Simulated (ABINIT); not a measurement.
# GaSb (I-4m2) in ABINIT: settings compared

The runs below take GaSb through band structure, with LDA, PBEsol, BLYP.

Program: ABINIT 10.8.3 (patched build). These are calculated values, not measurements. Logs are shortened: lines on timing, memory, paths and dates and some standing lists are left out, and cuts for length are marked. The log counts tension as positive stress, the text compression.

## 1. The structure

Symmetry: I-4m2, No. 119, tetragonal system. The conventional cell has a = 5.507 Å, b = 5.507 Å, c = 3.181 Å, α = 90.00°, β = 90.00°, γ = 90.00°. Sb (site symmetry -4m2) is surrounded by 4 Ga at 2.87 Å and 2 Sb at 3.18 Å. Around Ga (site symmetry -4m2) lie 4 Sb at 2.87 Å and 2 Ga at 3.18 Å.

Measurements of this composition are mostly on another form, of space group No. 216.

## 2. Band structure, LDA

run.abi reads:

```
# Datasets: ground state, then fixed potential
ndtset 2

# Pseudopotentials
pp_dirpath "./"
pseudos "Sb.GGA_PBE-JTH.xml, Ga.GGA_PBE-JTH.xml"

# Structure
acell 3*1.0
rprim
    -5.2032361622     5.2032361622     3.0060005745
     5.2032361622    -5.2032361622     3.0060005745
     5.2032361622     5.2032361622    -3.0060005745
ntypat 2
znucl 51 31
natom 2
typat 1 2
xred
     0.0000000000     0.0000000000     0.0000000000
     0.7500000000     0.2500000000     0.5000000000

# Plane-wave basis
ecut 20.0
pawecutdg 40.0

# Exchange and correlation
ixc 7

# Bands and occupations
occopt 3
tsmear 0.00183747

# SCF cycle
nstep 100

# Output
iomode 3
prtwf 0
prteig 0
prtebands 0
prtden1 1

# Dataset 1
kptopt1 1
ngkpt1 10 10 10
nshiftk1 1
shiftk1 0.0 0.0 0.0
nband1 18
tolvrs1 1.0e-9

# Dataset 2: bands along G-X-M-G-Z-P-N-Z1-M
iscf2 -2
getden2 1
nband2 24
nbdbuf2 4
tolwfr2 1.0e-11
kptopt2 -8
ndivsm2 6
prteig2 1
prtvol2 -3
kptbounds2
     0.0000000000     0.0000000000     0.0000000000
     0.0000000000     0.0000000000     0.5000000000
    -0.5000000000     0.5000000000     0.5000000000
     0.0000000000     0.0000000000     0.0000000000
     0.3334393767     0.3334393767    -0.3334393767
     0.2500000000     0.2500000000     0.2500000000
     0.0000000000     0.5000000000     0.0000000000
    -0.3334393767     0.6665606233     0.3334393767
    -0.5000000000     0.5000000000     0.5000000000
```

Potentials or basis: JTH PAW PBE v2.0.

Command:

```
$ abinit run.abi > log 2>&1
```

run.abo:

```text
.Version 10.8.3 of ABINIT
 DATASET    1 : space group I-4 m 2 (#119); Bravais tI (body-center tetrag.)
================================================================================
 Values of the parameters that define the memory need for DATASET  1.
     intxc =       0    ionmov =       0      iscf =      17    lmnmax =      18
     lnmax =       6     mgfft =      32  mpssoang =       3    mqgrid =    3001
     natom =       2  nloc_mem =       2    nspden =       1   nspinor =       1
    nsppol =       1      nsym =       8    n1xccc =       1    ntypat =       2
    occopt =       3   xclevel =       1
       mpw =        1410          nfft =       32768          nkpt =         102
 PAW method is used; the additional fine FFT grid is defined by:
   mgfftf=        48    nfftf =    110592
================================================================================
================================================================================

 DATASET    2 : space group I-4 m 2 (#119); Bravais tI (body-center tetrag.)
================================================================================
 Values of the parameters that define the memory need for DATASET  2.
     intxc =       0    ionmov =       0      iscf =      -2    lmnmax =      18
     lnmax =       6     mgfft =      32  mpssoang =       3    mqgrid =    3001
     natom =       2  nloc_mem =       2    nspden =       1   nspinor =       1
    nsppol =       1      nsym =       8    n1xccc =       1    ntypat =       2
    occopt =       3   xclevel =       1
       mpw =        1426          nfft =       32768          nkpt =          72
 PAW method is used; the additional fine FFT grid is defined by:
   mgfftf=        48    nfftf =    110592
================================================================================
================================================================================

--------------------------------------------------------------------------------
------------- Echo of variables that govern the present computation ------------
--------------------------------------------------------------------------------
 -outvars: echo values of preprocessed input variables --------
            acell      1.0000000000E+00  1.0000000000E+00  1.0000000000E+00 Bohr
              amu      1.21753000E+02  6.97230000E+01
             ecut      2.00000000E+01 Hartree
           getden1          0
           getden2          1
             iscf1         17
[... 894 lines left out ...]

 Integrated electronic density in atomic spheres:
 ------------------------------------------------
 Atom  Sphere_radius  Integrated_density
    1        2.40089         12.46060257
    2        2.10359         10.99334819

================================================================================

 ----iterations are completed or convergence reached----

 Mean square residual over all n,k,spin=   61.699E-13; max=  99.710E-13
 reduced coordinates (array xred) for    2 atoms
       0.000000000000      0.000000000000      0.000000000000
       0.750000000000      0.250000000000      0.500000000000

 cartesian coordinates (angstrom) at end:
    1      0.00000000000000     0.00000000000000     0.00000000000000
    2      0.00000000000000     2.75343399811466     0.79535349945379
 length scales=  1.000000000000  1.000000000000  1.000000000000 bohr
              =  0.529177210544  0.529177210544  0.529177210544 angstroms
 Eigenvalues (hartree) for nkpt=  72  k points:
 kpt#   1, nband= 24, wtk=  1.00000, kpt=  0.0000  0.0000  0.0000 (reduced coord)
  -0.84009   -0.83645   -0.83645   -0.83585   -0.83580   -0.32722   -0.32417   -0.32397
  -0.32312   -0.32312   -0.21889    0.10872    0.15338    0.15338    0.35169    0.40081
   0.48004    0.48004    0.49418    0.60074    0.62873    0.64362    0.64362    0.64929
 kpt#   2, nband= 24, wtk=  1.00000, kpt=  0.0000  0.0000  0.0625 (reduced coord)
  -0.84009   -0.83645   -0.83645   -0.83584   -0.83580   -0.32720   -0.32420   -0.32395
  -0.32312   -0.32310   -0.21764    0.09186    0.15488    0.16752    0.35836    0.39852
   0.46654    0.47316    0.49895    0.59416    0.62769    0.63477    0.65091    0.65425
 kpt#   3, nband= 24, wtk=  1.00000, kpt=  0.0000  0.0000  0.1250 (reduced coord)
  -0.84009   -0.83646   -0.83644   -0.83582   -0.83581   -0.32716   -0.32429   -0.32391
  -0.32313   -0.32306   -0.21392    0.06221    0.15934    0.18947    0.37774    0.39152
   0.44455    0.45545    0.49777    0.58181    0.61836    0.63630    0.66495    0.67172
 kpt#   4, nband= 24, wtk=  1.00000, kpt=  0.0000  0.0000  0.1875 (reduced coord)
  -0.84009   -0.83646   -0.83642   -0.83583   -0.83578   -0.32710   -0.32442   -0.32385
  -0.32314   -0.32300   -0.20782    0.03103    0.16667    0.20955    0.37890    0.40568
   0.42351    0.43464    0.49017    0.56986    0.60418    0.65638    0.68471    0.69399
 kpt#   5, nband= 24, wtk=  1.00000, kpt=  0.0000  0.0000  0.2500 (reduced coord)
[... 257 lines left out ...]
  -0.32332   -0.32288   -0.11532    0.01186    0.05185    0.05185    0.23691    0.47002
   0.56512    0.56512    0.63522    0.68751    0.68751    0.71251    0.80469    0.80506
 kpt#  70, nband= 24, wtk=  1.00000, kpt= -0.4524  0.5476  0.4524 (reduced coord)
  -0.83969   -0.83648   -0.83648   -0.83603   -0.83537   -0.32713   -0.32649   -0.32309
  -0.32309   -0.32288   -0.12026    0.00681    0.04561    0.04561    0.27884    0.45817
   0.58420    0.58420    0.63819    0.70077    0.70077    0.74900    0.79678    0.79800
 kpt#  71, nband= 24, wtk=  1.00000, kpt= -0.4762  0.5238  0.4762 (reduced coord)
  -0.83999   -0.83638   -0.83638   -0.83604   -0.83538   -0.32723   -0.32682   -0.32294
  -0.32294   -0.32288   -0.12327    0.00373    0.04183    0.04183    0.32018    0.42678
   0.59422    0.59422    0.66666    0.72166    0.72166    0.75346    0.77964    0.79254
 kpt#  72, nband= 24, wtk=  1.00000, kpt= -0.5000  0.5000  0.5000 (reduced coord)
  -0.84010   -0.83635   -0.83635   -0.83605   -0.83538   -0.32726   -0.32694   -0.32289
  -0.32289   -0.32288   -0.12429    0.00270    0.04057    0.04057    0.34550    0.40346
   0.59712    0.59712    0.70108    0.71456    0.73507    0.73507    0.78868    0.79208

== END DATASET(S) ==============================================================
================================================================================

 -outvars: echo values of variables after computation  --------
            acell      1.0000000000E+00  1.0000000000E+00  1.0000000000E+00 Bohr
           etotal1    -1.6198260743E+02
            fcart1     1.9406037458E-29  9.7030187292E-30 -1.6795438551E-29
                      -1.9406037458E-29 -9.7030187292E-30  1.6795438551E-29
            rprim     -5.2032361622E+00  5.2032361622E+00  3.0060005745E+00
                       5.2032361622E+00 -5.2032361622E+00  3.0060005745E+00
                       5.2032361622E+00  5.2032361622E+00 -3.0060005745E+00
           strten1     1.4263453962E-04  1.4263453962E-04  1.5493526713E-04
                       0.0000000000E+00  0.0000000000E+00  0.0000000000E+00
           xangst      0.0000000000E+00  0.0000000000E+00  0.0000000000E+00
                       8.2155598227E-17  2.7534339981E+00  7.9535349945E-01
             xred      0.0000000000E+00  0.0000000000E+00  0.0000000000E+00
                       7.5000000000E-01  2.5000000000E-01  5.0000000000E-01
 Calculation completed.
```

It took 2 min on 1 thread of Arm Neoverse V1, shared host; peak memory 0.17 GiB.

What came out:

```
Free energy                                           : -4407.7713 eV
Pressure                                              : -4.3 GPa
Band gap on the k mesh                                : none (metal or under the smearing width)
Valence electrons inside the program's atomic spheres : Sb 12.46; Ga 10.99
```

Stress tensor (GPa, compression positive):
```
-4.20  0.00  0.00
 0.00 -4.20  0.00
 0.00  0.00 -4.56
```

Levels at the corners of the path, in eV from the Fermi level:
| point | band 11 | band 12 | band 13 | band 14 | band 15 | band 16 | band 17 | band 18 |
| --- | --- | --- | --- | --- | --- | --- | --- | --- |
| Γ | -11.94 | -3.03 | -1.81 | -1.81 | 3.58 | 4.92 | 7.08 | 7.08 |
| X | -10.49 | -8.00 | 0.04 | 1.83 | 2.12 | 2.38 | 4.51 | 6.53 |
| M | -9.37 | -5.91 | -4.88 | -4.88 | 3.42 | 4.99 | 10.26 | 10.26 |
| Γ | -11.94 | -3.03 | -1.81 | -1.81 | 3.58 | 4.92 | 7.08 | 7.08 |
| Z | -8.27 | -4.89 | -3.28 | -3.28 | -2.94 | 3.83 | 6.15 | 6.15 |
| P | -8.09 | -5.30 | -4.28 | -3.02 | 3.68 | 3.69 | 4.37 | 4.89 |
| N | -8.37 | -5.58 | -2.45 | -1.44 | -1.11 | 2.51 | 3.27 | 5.14 |
| Z1 | -8.27 | -4.89 | -3.28 | -3.28 | -2.94 | 3.83 | 6.15 | 6.15 |
| M | -9.37 | -5.91 | -4.88 | -4.88 | 3.42 | 4.99 | 10.26 | 10.26 |

Caveat: the PAW data sets were made with another functional, which shifts forces and pressure a little; spin-orbit coupling is left out, which moves the levels of the heavy elements.

## 3. Band structure, PBEsol

Changes to run.abi since step 2:

```diff
@@ -24,5 +24,6 @@
 pawecutdg 40.0
+pawxcdev 0
 
 # Exchange and correlation
-ixc 7
+ixc -116133
```

Potentials or basis: JTH PAW PBE v2.0.

Command:

```
$ abinit run.abi > log 2>&1
```

Wall time 2.1 min (1 thread of Arm Neoverse V1, shared host); peak memory 0.18 GiB.

It converged, with:

```
Free energy                                           : -4399.3394 eV
Pressure                                              : -2.9 GPa
Band gap on the k mesh                                : none (metal or under the smearing width)
Valence electrons inside the program's atomic spheres : Sb 12.44; Ga 10.97
```

Stress tensor (GPa, compression positive):
```
-2.69  0.00  0.00
 0.00 -2.69  0.00
 0.00  0.00 -3.41
```

Levels at the corners of the path, in eV from the Fermi level:
| point | band 10 | band 11 | band 12 | band 13 | band 14 | band 15 | band 16 | band 17 | band 18 | band 19 |
| --- | --- | --- | --- | --- | --- | --- | --- | --- | --- | --- |
| Γ | -14.72 | -11.94 | -2.93 | -1.84 | -1.84 | 3.44 | 4.98 | 7.12 | 7.12 | 7.53 |
| X | -14.71 | -10.47 | -8.00 | 0.02 | 1.82 | 2.15 | 2.36 | 4.53 | 6.55 | 8.59 |
| M | -14.71 | -9.32 | -5.87 | -4.95 | -4.95 | 3.42 | 4.97 | 10.37 | 10.37 | 13.13 |
| Γ | -14.72 | -11.94 | -2.93 | -1.84 | -1.84 | 3.44 | 4.98 | 7.12 | 7.12 | 7.53 |
| Z | -14.72 | -8.20 | -4.85 | -3.34 | -3.34 | -2.98 | 3.89 | 6.11 | 6.11 | 9.42 |
| P | -14.69 | -8.03 | -5.26 | -4.33 | -3.08 | 3.68 | 3.74 | 4.37 | 4.92 | 7.48 |
| N | -14.70 | -8.31 | -5.60 | -2.43 | -1.47 | -1.13 | 2.41 | 3.29 | 5.15 | 8.10 |
| Z1 | -14.72 | -8.20 | -4.85 | -3.34 | -3.34 | -2.98 | 3.89 | 6.11 | 6.11 | 9.42 |
| M | -14.71 | -9.32 | -5.87 | -4.95 | -4.95 | 3.42 | 4.97 | 10.37 | 10.37 | 13.13 |

Caveat: the PAW data sets were made with another functional, which shifts forces and pressure a little; spin-orbit coupling is left out, which moves the levels of the heavy elements.

## 4. Band structure, BLYP

Changes to run.abi since step 3:

```diff
@@ -27,3 +27,3 @@
 # Exchange and correlation
-ixc -116133
+ixc -106131
```

Command:

```
$ abinit run.abi > log 2>&1
```

Wall time 2.2 min (1 thread of Arm Neoverse V1, shared host); peak memory 0.18 GiB.

Results (log left out):

```
Free energy                                           : -4395.6278 eV
Pressure                                              : 5.0 GPa
Band gap on the k mesh                                : none (metal or under the smearing width)
Valence electrons inside the program's atomic spheres : Sb 12.49; Ga 11.02
```

Stress tensor (GPa, compression positive):
```
5.28 0.00 0.00
0.00 5.28 0.00
0.00 0.00 4.48
```

Levels at the corners of the path, in eV from the Fermi level:
```tsv
point	band 12	band 13	band 14	band 15	band 16	band 17
Γ	-3.10	-1.81	-1.81	3.91	4.85	7.04
X	-7.97	0.01	1.84	2.12	2.52	4.52
M	-5.96	-4.77	-4.77	3.43	5.05	10.18
Γ	-3.10	-1.81	-1.81	3.91	4.85	7.04
Z	-4.93	-3.20	-3.20	-2.85	3.77	6.22
P	-5.35	-4.20	-2.93	3.63	3.65	4.34
N	-5.54	-2.49	-1.43	-1.06	2.73	3.25
Z1	-4.93	-3.20	-3.20	-2.85	3.77	6.22
M	-5.96	-4.77	-4.77	3.43	5.05	10.18
```

Caveat: the PAW data sets were made with another functional, which shifts forces and pressure a little; spin-orbit coupling is left out, which moves the levels of the heavy elements.

## 5. Overview

```tsv
level	gap on the mesh (eV)	pressure (GPa)
LDA	none	-4.3
PBEsol	none	-2.9
BLYP	none	5.0
```

Alike in all rows: task band structure; potentials or basis JTH PAW PBE v2.0; no spin polarisation; cell as given; k mesh 10 × 10 × 10; cutoff (eV) 544; smearing fermi-dirac 0.05 eV.

Every run on the cell as given and a fine mesh finds a metal. The pressure there spans -4.3 GPa (LDA) to 5.0 GPa (BLYP); a positive pressure means that this level wants a larger cell, a negative one a smaller.

Caveats: the PAW data sets were made with another functional, which shifts forces and pressure a little; spin-orbit coupling is left out, which moves the levels of the heavy elements.

Absolute energies hang on the potentials; compare differences alone.
